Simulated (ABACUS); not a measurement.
The system is Nb.

```
CELL_PARAMETERS angstrom
1.66395 1.66395 1.66395
-1.66395 1.66395 1.66395
-1.66395 -1.66395 1.66395
ATOMIC_POSITIONS crystal
Nb 0.00000 0.00000 0.00000
```

Base run:

- Program: ABACUS 3.10.1
- Functional: PBEsol
- Potentials or basis: PseudoDojo NC SR 0.4.1 PBE standard
- Cutoff: 1116 eV
- Density cutoff: 4463 eV
- Basis: plane waves
- k mesh: 9 × 9 × 9
- Occupations: fermi-dirac, width 0.05 eV
- Spin: no spin polarisation

Its results: band gap on the k mesh none (metal or under the smearing width); pressure -8.6 GPa.

Task: The run is repeated on the same cell with these changes: functional from PBEsol to RPBE; potentials or basis from PseudoDojo NC SR 0.4.1 PBE standard to SG15 ONCV 1.2 PBE. What comes out?

Result: Band gap on the k mesh none (metal or under the smearing width); pressure -0.3 GPa.

Caveats: the potentials were made for another functional, which shifts forces and pressure.

Not every run made on this cell is shown here.
